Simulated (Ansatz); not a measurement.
The system is SiO2.

```
CELL_PARAMETERS angstrom
4.23317 0.00000 0.00000
0.00000 4.23317 0.00000
0.00000 0.00000 2.69349
ATOMIC_POSITIONS crystal
Si 0.00000 0.00000 0.00000
Si 0.50000 0.50000 0.50000
O 0.80684 0.19316 0.50000
O 0.30684 0.30684 0.00000
O 0.19316 0.80684 0.50000
O 0.69316 0.69316 0.00000
```

The cell comes from a database or a generator and needn't be the stable form of this composition.

* Program: Ansatz 0.2.0
* Task: relaxation of cell and atoms
* Functional: PBEsol
* Potentials or basis: Ansatz PAW
* Cutoff: 420 eV (not typed: the program's choice for these potentials)
* k mesh: 6 × 6 × 10
* Occupations: fermi-dirac, width 0.05 eV
* Spin: no spin polarisation

At the start: volume 8.04 Å³/atom.

Task: How do energy, volume and symmetry change on relaxing?

Result: It ends after 8 steps and the volume is 7.85 Å³/atom (-2.4 %); space group P4_2/mnm (No. 136, to 0.05 Å).

Step by step:
| step | energy change (eV) | largest force (eV/Å) | volume (Å³) |
| --- | --- | --- | --- |
| 1 | 0.0000 | 0.0407 | 48.27 |
| 2 | -0.0187 | 0.0130 | 47.79 |
| 3 | -0.0303 | 0.0299 | 47.16 |
| 4 | -0.0303 | 0.0113 | 47.17 |
| 5 | -0.0303 | 0.0004 | 47.17 |
| 6 | -0.0237 | 0.0001 | 47.17 |
| 7 | -0.0240 | 0.0001 | 47.13 |
| 8 | -0.0237 | 0.0001 | 47.13 |

Final structure:
```xyz
6
Lattice="4.1946 0.0000 0.0000 0.0000 4.1946 0.0000 0.0000 0.0000 2.6785" Properties=species:S:1:pos:R:3 pbc="T T T"
Si    0.0000    0.0000    0.0000
Si    2.0973    2.0973    1.3392
O     3.3811    0.8135    1.3392
O     1.2838    1.2838    0.0000
O     0.8135    3.3811    1.3392
O     2.9108    2.9108    0.0000
```

Caveat: the plane-wave basis is chosen anew once the cell has moved, so the energies of steps on either side of that aren't comparable; the pressure holds a Pulay correction of +1.1 GPa for the finite cutoff; the PAW data sets come from PBE, with cores solved anew for the run's functional, which leaves a small shift of forces and pressure.
